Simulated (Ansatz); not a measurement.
# BaO: the cost of one run

Method: DFT PBE, scalar-relativistic, plane waves, PAW, in Ansatz 0.2.0.

1 further run of the same task is left out (set aside as unsound or not needed).

### Step 1. Starting point

Symmetry: Fm-3m, No. 225, cubic system. Conventional cell: a = 5.573 Å, b = 5.573 Å, c = 5.573 Å, α = 90.00°, β = 90.00°, γ = 90.00°. Ba (site symmetry m-3m) has 6 O at 2.79 Å as nearest neighbours. O (site symmetry m-3m) is surrounded by 6 Ba at 2.79 Å.

As a file:

```
Ba O
1.0
     0.00000    2.78666    2.78666
     2.78666    0.00000    2.78666
     2.78666    2.78666    0.00000
Ba O
1 1
Direct
  0.00000 0.00000 0.00000
  0.50000 0.50000 0.50000
```

This cell was relaxed beforehand with the same method: volume 21.64 Å³/atom, gap on the mesh 2.10 eV.

### Step 2. Static run: bands, density of states and charges

input.yaml reads:

```yaml
crystal:
  lattice:
    - [0.0, 2.786663241, 2.786663241]
    - [2.786663241, 0.0, 2.786663241]
    - [2.786663241, 2.786663241, 0.0]
  atoms:
    - { symbol: Ba, position: [0.0, 0.0, 0.0] }
    - { symbol: O, position: [0.5, 0.5, 0.5] }
basis:
  ecutwfc: 420
kpoints:
  mp_grid: { grid: [8, 8, 8] }
  band_path:
    path:
      - [[0.0, 0.0, 0.0], [0.5, 0.0, 0.5], [0.625, 0.25, 0.625]]
      - [[0.375, 0.375, 0.75], [0.0, 0.0, 0.0], [0.5, 0.5, 0.5], [0.5, 0.25, 0.75], [0.5, 0.0, 0.5]]
    npoints: 14
hamiltonian:
  xc: pbe
scf:
  occupations: { method: gaussian, width: 0.02 }
  n_extra_bands: 6
output:
  forces: true
  stress: true
  eigenvalues: true
  populations: true
  dos: { projected: true, de: 0.02, nscf_kmesh: { grid: [12, 12, 12] } }
  bader: true
  write_density: true
  write_potential: true
  elf: true
  volumetric_format: npy
```

Run with:

```console
$ ansatz run input.yaml --threads 1 --pin off --max-ram 2560MiB --backend cpu --events-out ev --progress --plain --runs-dir out
```

Q: Estimate wall time and peak memory on 1 thread of Intel Xeon 6975P-C (Granite Rapids), shared host.

About 7 s, with a peak of 0.37 GiB.
